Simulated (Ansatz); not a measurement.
NiO:

```
Ni O
1.0
     0.00000    2.09131    2.09131
     2.09131    0.00000    2.09131
     2.09131    2.09131    0.00000
Ni O
1 1
Direct
  0.00000 0.00000 0.00000
  0.50000 0.50000 0.50000
```

Base run:

| Quantity | Value |
| --- | --- |
| Program | Ansatz 0.2.0 |
| Functional | PBE |
| Potentials or basis | Ansatz PAW |
| Cutoff | 420 eV (not typed: the program's choice for these potentials) |
| k mesh | 11 × 11 × 11 |
| Occupations | fermi-dirac, width 0.05 eV |
| Spin | collinear spin, ferromagnetic start |
| Starting moments | [1.0, 0.0] μB |
| Hubbard terms | Ni d U = 4 eV |

Its results: band gap on the k mesh 1.27 eV, indirect (least direct gap 2.04 eV); pressure 10.5 GPa; net moment 2.00 μB per cell; site moments Ni +1.68; O +0.25 μB.

Task: The run is repeated on the same cell with these changes: hubbard terms from Ni d U = 4 eV to Ni d U = 1 eV. What comes out?

Result: Band gap on the k mesh none (metal or under the smearing width); pressure 7.7 GPa; net moment 1.98 μB per cell; site moments Ni +1.59; O +0.32 μB.

Caveats: the magnetic or orbital state may not be the lowest; a cell with one magnetic atom can't hold antiferromagnetic order, which such compounds often take.

A k mesh can miss the band edges.
